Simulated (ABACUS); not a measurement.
**CaO under changes of volume**

One of the cells (13.886 Å³/atom); the others are scaled copies at fixed shape and fractional positions:

```xyz
2
Lattice="0.0000 2.4036 2.4036 2.4036 0.0000 2.4036 2.4036 2.4036 0.0000" Properties=species:S:1:pos:R:3 pbc="T T T"
Ca    0.0000    0.0000    0.0000
O     2.4036    2.4036    2.4036
```

The cell is a database's computed one.

| Quantity | Value |
| --- | --- |
| Program | ABACUS 3.10.1 |
| Functional | PBE |
| Potentials or basis | PseudoDojo NC SR 0.4.1 PBE standard |
| Cutoff | 1143 eV |
| Density cutoff | 4572 eV |
| Basis | plane waves |
| k mesh | 10 × 10 × 10 |
| Occupations | fermi-dirac, width 0.05 eV |
| Spin | no spin polarisation |

| volume (Å³/atom) | energy over the lowest point (meV/atom) | pressure (GPa) | gap on the mesh (eV) |
| --- | --- | --- | --- |
| 13.052 | ? | ? | ? |
| 13.330 | 13.29 | 6.2 | 3.65 |
| 13.608 | 4.71 | 3.6 | 3.66 |
| 13.886 | 0.43 | 1.3 | 3.66 |
| 14.163 | 0.00 | -0.8 | 3.66 |
| 14.441 | 3.04 | -2.7 | 3.67 |
| 14.719 | 9.21 | -4.4 | 3.67 |

Q: What does the run at 13.052 Å³/atom give?

A: Energy over the lowest point 26.64 meV/atom; pressure 9.2 GPa; gap on the mesh 3.64 eV.

Worked out: A Birch-Murnaghan fit of order 3 (a polynomial in V^(-2/3)) to the other rows has its minimum at 14.06 Å³/atom with B0 = V·E''(V) = 105 GPa and B' = 4.3. It gives 26.64 meV/atom at 13.052 Å³/atom, against the run's 26.64, and -dE/dV = 9.2 GPa, against 9.2. A straight line through the other rows of the gap, of slope 0.188 eV per unit of ln V, extrapolates to 3.65 eV, against the run's 3.64.

Energies are extrapolated to zero smearing.

A mesh can miss the band edges.
